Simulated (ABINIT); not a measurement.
A run of ABINIT 10.8.3 (patched build) is set up as follows.

Contents of run.abi:

```
# Pseudopotentials
pp_dirpath "./"
pseudos "Zr.GGA_PBE-JTH.xml, C.GGA_PBE-JTH.xml"

# Structure
acell 3*1.0 Angstrom
rprim
     0.0000000000     2.3650000000     2.3650000000
     2.3650000000     0.0000000000     2.3650000000
     2.3650000000     2.3650000000     0.0000000000
ntypat 2
znucl 40 6
natom 2
typat 1 2
xcart
     4.4692022847     4.4692022847     4.4692022847
     0.0000000000     0.0000000000     0.0000000000
chkprim 0
chksymtnons 0
tolsym 1.0e-6

# Plane-wave basis
ecut 517.016339 eV
pawecutdg 38.0
pawxcdev 0

# k points
kptopt 1
ngkpt 10 10 10
nshiftk 1
shiftk 0.0 0.0 0.0

# Exchange and correlation
ixc -116133

# Bands and occupations
nband 12
occopt 3
tsmear 0.00183747

# SCF cycle
nstep 100
tolvrs 1.0e-9

# Output
iomode 3
prtwf 0
prtden 0
prteig 0
prtebands 0
enunit 2

# Relaxation
ionmov 2
ntime 60
tolmxf 0.0002
optcell 2
dilatmx 1.08
ecutsm 0.5
```

Potentials or basis: JTH PAW PBE v2.0.

Run with:

```bash
$ abinit run.abi > log 2>&1
```

**Question.** What does it give for the space group after relaxing (to 0.05 Å)?

**Answer.** Fm-3m (No. 225).

**Question.** Predict the band gap on the k mesh.

**Answer.** None (metal or under the smearing width).

**Question.** Estimate the relaxed volume.

**Answer.** 12.72 Å³/atom.

Step by step:
```csv
step,energy change (eV),largest force (eV/Å),pressure (GPa),volume (Å³)
1,0.0000,0.0000,-8.49,26.46
2,-0.0241,0.0000,-2.96,25.77
3,-0.0270,0.0000,0.14,25.43
4,-0.0270,0.0000,0.00,25.44
```

Caveat: the PAW data sets were made with another functional, which shifts forces and pressure a little.
